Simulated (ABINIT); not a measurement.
A run of ABINIT 10.8.3 (patched build):

File run.abi:

```
pp_dirpath "./"
pseudos "C.upf"

acell 4.7660942595 4.7660942595 8.2551174111
rprim
     0.0000000000    -0.7071067812    -0.7071067812
    -0.7071067812     0.0000000000    -0.7071067812
     0.4082482905     0.4082482905    -0.8164965809
ntypat 1
znucl 6
natom 4
typat 1 1 1 1
xred
     0.7612875400     0.7823100900     0.7486348500
     0.1740789500     0.2853478200     0.2570092400
     0.4177328400     0.3296738100     0.8970094500
     0.8969006700     0.8526682800     0.3473464500
chkprim 0
chksymtnons 0
tolsym 1.0e-6

ecut 37.0

kptopt 1
ngkpt 9 9 5
nshiftk 1
shiftk 0.0 0.0 0.0

ixc -120135

nband 12
occopt 3
tsmear 0.00183747

nstep 100
tolvrs 1.0e-10

iomode 3
prtwf 0
prtden 0
prteig 0
prtebands 0
enunit 1
```

Potentials or basis: PseudoDojo NC SR PBEsol v0.4.1 standard.

Run with:

```console
$ abinit run.abi > log 2>&1
```

Hardware: 1 thread of Intel(R) Xeon(R) 6975P-C (Granite Rapids), with other jobs on the host.

Problem. How long does it take, and how much memory?

Solution. Wall time 71 s on 1 thread of Intel(R) Xeon(R) 6975P-C (Granite Rapids) (shared host), peak memory 0.12 GiB. Counts: scf iterations 10, mpi ranks 1, k points 203, bands 12, plane waves 1670.
